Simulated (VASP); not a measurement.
# Ag (Fm-3m) in VASP: a series of runs, part 2 of 2

VASP 6.6.1. Earlier steps stand in the parts before.

## Step 4: Single point, PBE

INCAR

```
SYSTEM = Ag
  PREC = Accurate
  ENCUT = 400
  EDIFF = 1E-7
  ISMEAR = 0
  SIGMA = 0.1
  LREAL = .False.
  LASPH = .True.
  NELM = 100
  ALGO = Fast
  ISIF = 2
  LWAVE = .False.
  LCHARG = .False.
  GGA = PE
  NBANDS = 12
```

KPOINTS

```
regular mesh
0
Gamma
  12 12 12
  0 0 0
```

POSCAR

```
Ag
1.0
    0.0000000000      2.0427500000      2.0427500000
    2.0427500000      0.0000000000      2.0427500000
    2.0427500000      2.0427500000      0.0000000000
Ag
1
Direct
    0.0000000000      0.0000000000      0.0000000000
```

Potentials or basis: VASP PAW PBE potentials, release 64 (Ag).

The run is started by

```bash
$ cat potpaw_PBE.64/Ag/POTCAR > POTCAR
$ mpirun -np 1 vasp_std > vasp.out
```

OUTCAR:

```text
SYSTEM = Ag
   PREC = Accurate
   ENCUT = 400
   EDIFF = 1E-7
   ISMEAR = 0
   LREAL = .False.
   LASPH = .True.
   NELM = 100
   ISIF = 2
   GGA = PE

 ion  position               nearest neighbor table
   1  0.000  0.000  0.000-

  LATTYP: Found a face centered cubic cell.
 ALAT       =     4.0855000000

  Lattice vectors:

 A1 = (   0.0000000000,   2.0427500000,   2.0427500000)
 A2 = (   2.0427500000,   0.0000000000,   2.0427500000)
 A3 = (   2.0427500000,   2.0427500000,   0.0000000000)

Analysis of symmetry for initial positions (statically):
=====================================================================
 Subroutine PRICEL returns:
 Original cell was already a primitive cell.

 Routine SETGRP: Setting up the symmetry group for a
 face centered cubic supercell.

 Subroutine GETGRP returns: Found 48 space group operations
 (whereof 48 operations were pure point group operations)
 out of a pool of 48 trial point group operations.

The static configuration has the point symmetry O_h .

Analysis of symmetry for dynamics (positions and initial velocities):
=====================================================================
 Subroutine PRICEL returns:
 Original cell was already a primitive cell.

 Routine SETGRP: Setting up the symmetry group for a
 face centered cubic supercell.

 Subroutine GETGRP returns: Found 48 space group operations
 (whereof 48 operations were pure point group operations)
 out of a pool of 48 trial point group operations.

The dynamic configuration has the point symmetry O_h .

 Subroutine INISYM returns: Found 48 space group operations
 (whereof 48 operations are pure point group operations),
 and found     1 'primitive' translations

----------------------------------------------------------------------------------------

                                     Primitive cell

  volume of cell :      17.0481

  direct lattice vectors                    reciprocal lattice vectors
     0.000000000  2.042750000  2.042750000    -0.244768082  0.244768082  0.244768082
     2.042750000  0.000000000  2.042750000     0.244768082 -0.244768082  0.244768082
     2.042750000  2.042750000  0.000000000     0.244768082  0.244768082 -0.244768082

  length of vectors
     2.888884755  2.888884755  2.888884755     0.423950755  0.423950755  0.423950755

  position of ions in fractional coordinates (direct lattice)
     0.000000000  0.000000000  0.000000000

  ion indices of the primitive-cell ions
   primitive index   ion index
                 1           1

----------------------------------------------------------------------------------------

 KPOINTS: regular mesh

Automatic generation of k-mesh.
 Grid dimensions read from file:
 generate k-points for:   12   12   12

 Generating k-lattice:

  Cartesian coordinates                     Fractional coordinates (reciprocal lattice)
    -0.020397340  0.020397340  0.020397340     0.083333333  0.000000000  0.000000000
     0.020397340 -0.020397340  0.020397340     0.000000000  0.083333333  0.000000000
     0.020397340  0.020397340 -0.020397340     0.000000000  0.000000000  0.083333333

  Length of vectors
     0.035329230  0.035329230  0.035329230

  Shift w.r.t. Gamma in fractional coordinates (k-lattice)
     0.000000000  0.000000000  0.000000000

 Subroutine IBZKPT returns following result:
 ===========================================

 Found     72 irreducible k-points:

 Following reciprocal coordinates:
            Coordinates               Weight
  0.000000  0.000000  0.000000      1.000000
  0.083333  0.000000  0.000000      8.000000
  0.166667  0.000000  0.000000      8.000000
  0.250000  0.000000  0.000000      8.000000
  0.333333  0.000000  0.000000      8.000000
  0.416667  0.000000  0.000000      8.000000
[... 16 lines left out ...]
  0.500000  0.166667  0.000000     24.000000
 -0.416667  0.166667  0.000000     24.000000
 [... further k-points ...]
   k-points           NKPTS =     72   k-points in BZ     NKDIM =     72   number of bands    NBANDS=     12
   number of dos      NEDOS =    301   number of ions     NIONS =      1
   total plane-waves  NPLWV =   8000
   dimension x,y,z NGX =    20 NGY =   20 NGZ =   20
   dimension x,y,z NGXF=    40 NGYF=   40 NGZF=   40
   ions per type =               1
   NGX,Y,Z   is equivalent  to a cutoff of  11.51, 11.51, 11.51 a.u.
   NGXF,Y,Z  is equivalent  to a cutoff of  23.02, 23.02, 23.02 a.u.
 SYSTEM =  Ag
   PREC   = accura    normal or accurate (medium, high low for compatibility)
   ISTART =      0    job   : 0-new  1-cont  2-samecut
   ICHARG =      2    charge: 1-file 2-atom 10-const
   ISPIN  =      1    spin polarized calculation?
   LNONCOLLINEAR =      F non collinear calculations
   LSORBIT =      F    spin-orbit coupling
   LASPH  =      T    aspherical Exc in radial PAW
   ENCUT  =  400.0 eV  29.40 Ry    5.42 a.u.   4.71  4.71  4.71*2*pi/ulx,y,z
   NELM   =    100;   NELMIN=  2; NELMDL= -5     # of ELM steps
   EDIFF  = 0.1E-06   stopping-criterion for ELM
   LREAL  =      F    real-space projection
   EDIFFG = 0.1E-05   stopping-criterion for IOM
   NSW    =      0    number of steps for IOM
   IBRION =     -1    ionic relax: 0-MD 1-quasi-New 2-CG
   NFREE  =      0    steps in history (QN), initial steepest desc. (CG)
   ISIF   =      2    stress and relaxation
   ISYM   =      2    0-nonsym 1-usesym 2-fastsym
   POTIM  = 0.5000    time-step for ionic-motion
   TEBEG  =    0.0;   TEEND  =   0.0 temperature during run
   PSTRESS=    0.0 pullay stress
   NELECT =      11.0000    total number of electrons
   NUPDOWN=      -1.0000    fix difference up-down
   EMIN   =  10.00;   EMAX   =-10.00  energy-range for DOS
   EFERMI =   0.00;   METHOD = LEGACY
   ISMEAR =     0;   SIGMA  =   0.10  broadening in eV -4-tet -1-fermi 0-gaus
   EFERMI_NEDOS =   21; number of points for ismear=-14 and -15
   IALGO  =     68    algorithm
   IMIX   =      4    mixing-type and parameters
     AMIX     =   0.40;   BMIX     =  1.00
     AMIX_MAG =   1.60;   BMIX_MAG =  1.00
  volume/ion in A,a.u.               =      17.05       115.05
  Fermi-wavevector in a.u.,A,eV,Ry     =   1.414644  2.673290 27.228221  2.001218
  Thomas-Fermi vector in A             =   2.536165
   LORBIT       =      0    0 simple, 1 ext, 2 COOP (PROOUT), +10 PAW based schemes
   GGA     = PE    functional components
   LHFCALC =     F    Hartree Fock is set to
   AEXX    =    0.0000 exact exchange contribution
   IVDW    =     0    specifies the selected vdW correction
   LEPSILON=     F    determine dielectric tensor
   LRPA    =     F    only Hartree local field effects (RPA)
 non-spin polarized calculation
 RMM-DIIS sequential band-by-band and
 Gauss-broadening in eV      SIGMA  =   0.10
  energy-cutoff  :      400.00
  volume of cell :       17.05
 maximum number of plane-waves:       331
   NGX =  9   NGY =  9   NGZ =  9

 number of electron      11.0000005 magnetization

 Free energy of the ion-electron system (eV)
  ---------------------------------------------------
  ext. energy  EPLUGINS =         0.00000000
  ---------------------------------------------------
  free energy    TOTEN  =        -2.70251990 eV

  energy without entropy =       -2.70071129  energy(sigma->0) =       -2.70161560

 E-fermi :   8.3821     XC(G=0): -12.2100

 val. band max:        8.2386821269   @ k =   0.5000   0.3333   0.1667
 cond. band min:       8.4177942037   @ k =   0.5000   0.0833   0.0000
 fundamental gap:      0.1791120768
 Fermi energy:         8.3820977936

 k-point     1 :       0.0000    0.0000    0.0000
  band No.  band energies     occupation
      1       0.6633      2.00000
      2       3.6282      2.00000
      3       3.6282      2.00000
      4       3.6282      2.00000
      5       4.6628      2.00000
      6       4.6628      2.00000
      7      24.4581      0.00000
      8      28.0368      0.00000
      9      28.0368      0.00000
     10      28.0368      0.00000
     11      32.8413      0.00000
     12      33.9886      0.00000
[... 331 lines left out ...]
 k-point    24 :      -0.4167    0.1667    0.0000
  band No.  band energies     occupation
      1       2.4728      2.00000
      2       3.3685      2.00000
      3       3.9717      2.00000
      4       4.4401      2.00000
      5       5.3224      2.00000
      6       9.5997      0.00000
      7      12.5276      0.00000
      8      21.1829      0.00000
      9      24.7515      0.00000
     10      24.8076      0.00000
     11      32.8514      0.00000
     12      33.0918      0.00000

 [... further k-points ...]

------------------------ aborting loop because EDIFF is reached ----------------------------------------

  FORCE on cell =-STRESS in cart. coord.  units (eV):
  Direction    XX          YY          ZZ          XY          YZ          ZX
  --------------------------------------------------------------------------------------
  -------------------------------------------------------------------------------------
  Total        0.4700993      0.4700993      0.4700993      0.0000000      0.0000000     -0.0000000
  in kB       44.1798837     44.1798837     44.1798837      0.0000000      0.0000000     -0.0000000
  external PRESSURE =      44.1798837 kB  Pullay stress =       0.0000000 kB

 VOLUME and BASIS-vectors are now :
 -----------------------------------------------------------------------------
  energy-cutoff  :      400.00
  volume of cell :       17.05
      direct lattice vectors                 reciprocal lattice vectors
     0.000000000  2.042750000  2.042750000    -0.244768082  0.244768082  0.244768082
     2.042750000  0.000000000  2.042750000     0.244768082 -0.244768082  0.244768082
     2.042750000  2.042750000  0.000000000     0.244768082  0.244768082 -0.244768082

 POSITION                                       TOTAL-FORCE (eV/Angst)
 -----------------------------------------------------------------------------------
      0.00000      0.00000      0.00000        -0.000000      0.000000     -0.000000
 -----------------------------------------------------------------------------------
    total drift:                                0.000000      0.000000      0.000000

  FREE ENERGIE OF THE ION-ELECTRON SYSTEM (eV)
  ---------------------------------------------------
  free  energy   TOTEN  =        -2.7025199013 eV

  energy  without entropy=       -2.7007112945  energy(sigma->0) =       -2.70161560
```

OSZICAR:

```text
N       E                     dE             d eps       ncg     rms          rms(c)
DAV:   1     0.441073537228E+02    0.44107E+02   -0.47170E+03  1752   0.665E+02
DAV:   2    -0.229160168467E+01   -0.46399E+02   -0.43926E+02  2000   0.170E+02
DAV:   3    -0.295646772827E+01   -0.66487E+00   -0.66451E+00  2048   0.215E+01
DAV:   4    -0.295853463930E+01   -0.20669E-02   -0.20668E-02  1992   0.128E+00
DAV:   5    -0.295855093824E+01   -0.16299E-04   -0.16299E-04  2064   0.993E-02    0.524E+00
RMM:   6    -0.271321587079E+01    0.24534E+00   -0.36978E-01  1747   0.549E+00    0.336E+00
RMM:   7    -0.270545676064E+01    0.77591E-02   -0.87244E-03  1938   0.105E+00    0.195E+00
RMM:   8    -0.270252933819E+01    0.29274E-02   -0.63408E-04  1936   0.217E-01    0.182E-01
RMM:   9    -0.270251679550E+01    0.12543E-04   -0.91580E-05  2083   0.803E-02    0.643E-02
RMM:  10    -0.270251873424E+01   -0.19387E-05   -0.16996E-05  2052   0.304E-02    0.222E-02
RMM:  11    -0.270251991285E+01   -0.11786E-05   -0.48877E-06  2010   0.135E-02    0.598E-03
RMM:  12    -0.270251990130E+01    0.11549E-07   -0.29523E-07  1783   0.398E-03
   1 F= -.27025199E+01 E0= -.27016156E+01  d E =-.180861E-02
```

It took 4.8 s on 1 thread of Intel Xeon 6975P-C (Granite Rapids), shared host; peak memory 0.12 GiB.

Results:

```yaml
Free_energy: -2.7025 eV
Pressure: 4.4 GPa
Band_gap_on_the_k_mesh: none (metal or under the smearing width)
```

Levels at points of the mesh, in eV from the Fermi level:
| k point | band 2 | band 3 | band 4 | band 5 | band 6 | band 7 | band 8 | band 9 | band 10 | band 11 |
| --- | --- | --- | --- | --- | --- | --- | --- | --- | --- | --- |
| (0.00, 0.00, 0.00) | -4.75 | -4.75 | -4.75 | -3.72 | -3.72 | 16.08 | 19.65 | 19.65 | 19.65 | 24.46 |
| (0.50, 0.00, 0.00) | -4.78 | -4.78 | -2.92 | -2.92 | -0.35 | 3.66 | 15.31 | 17.93 | 17.93 | 22.91 |
| (0.50, 0.50, 0.00) | -6.25 | -2.96 | -2.72 | -2.72 | 1.66 | 6.79 | 10.72 | 10.72 | 17.24 | 17.30 |

## Step 5: Overview

```csv
cutoff (eV),gap on the mesh (eV),pressure (GPa)
300,none,4.6
350,none,3.9
400,none,4.4
```

Alike in all rows: task single point; level PBE; potentials or basis VASP PAW PBE potentials, release 64 (Ag); no spin polarisation; cell as given; k mesh 12 × 12 × 12; smearing gaussian 0.1 eV.

Every run on the cell as given and a fine mesh finds a metal.

Caveats: the cutoff is under 1.25 times the usual one of these potentials, so pressure, stress and relaxed cells hold a basis-set (Pulay) error (some runs).

Absolute energies hang on the potentials; compare differences alone.
